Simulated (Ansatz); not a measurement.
# SnO: how the k-point mesh moves the results

All numbers below come from Ansatz 0.2.0, DFT PBE, scalar-relativistic, plane waves, PAW.

```cif
data_structure
_symmetry_space_group_name_H-M 'P 1'
_symmetry_Int_Tables_number 1
_cell_length_a 3.7986
_cell_length_b 3.7986
_cell_length_c 11.1200
_cell_angle_alpha 90.000
_cell_angle_beta 90.000
_cell_angle_gamma 97.685
_cell_volume 159.02
loop_
_atom_site_label
_atom_site_type_symbol
_atom_site_fract_x
_atom_site_fract_y
_atom_site_fract_z
_atom_site_occupancy
Sn1 Sn 0.00000 0.00000 0.00000 1
Sn2 Sn 0.00000 0.00000 0.50000 1
Sn3 Sn 0.55900 0.44100 0.25400 1
Sn4 Sn 0.44100 0.55900 0.75400 1
O1 O 0.93000 0.43000 0.38000 1
O2 O 0.07000 0.57000 0.88000 1
O3 O 0.57000 0.07000 0.38000 1
O4 O 0.43000 0.93000 0.88000 1
```

```
plane-wave cutoff : 420 eV
occupation rule   : Gaussian smearing, 0.1 eV
spin treatment    : unpolarised
```

The atoms stay fixed while the k-point mesh is varied. ΔE is the energy extrapolated to zero smearing, less that of the reference run (16×16×6). The cell isn't necessarily relaxed at this level. The meshes are Γ-centred. Pressure is positive in compression.

Times are rough; the reference took 2.3 min on 2 threads of Intel(R) Xeon(R) Processor @ 2.50GHz (Skylake/Cascade Lake), on a shared host, peak memory 1.5 GiB.

One run gave ΔE = -51.4 meV/atom and P = 9.24 GPa. Which k-point mesh did it use, of 1×1×1, 2×2×1, 4×4×1, 4×4×2, 6×6×2, 8×8×4, 10×10×4, 12×12×4, 14×14×6?

2×2×1. All runs:

```tsv
mesh	ΔE (meV/atom)	P (GPa)	largest change of a force component (eV/Å)	irreducible points	wall time (s)
1×1×1	664	15.87	2.363	1	2.1
2×2×1	-51.4	9.24	1.167	3	2.4
4×4×1	0.90	10.03	0.215	7	4.9
4×4×2	-5.51	9.96	0.021	14	8.3
6×6×2	-0.62	10.04	0.027	26	14
8×8×4	-0.17	10.03	0.006	63	29
10×10×4	-0.07	10.05	0.012	93	79
12×12×4	-0.13	10.04	0.005	129	65
14×14×6	-0.06	10.04	0.001	228	160
16×16×6	0.00	10.04	0.000	292	140
```

This form isn't the usual stable structure of the compound.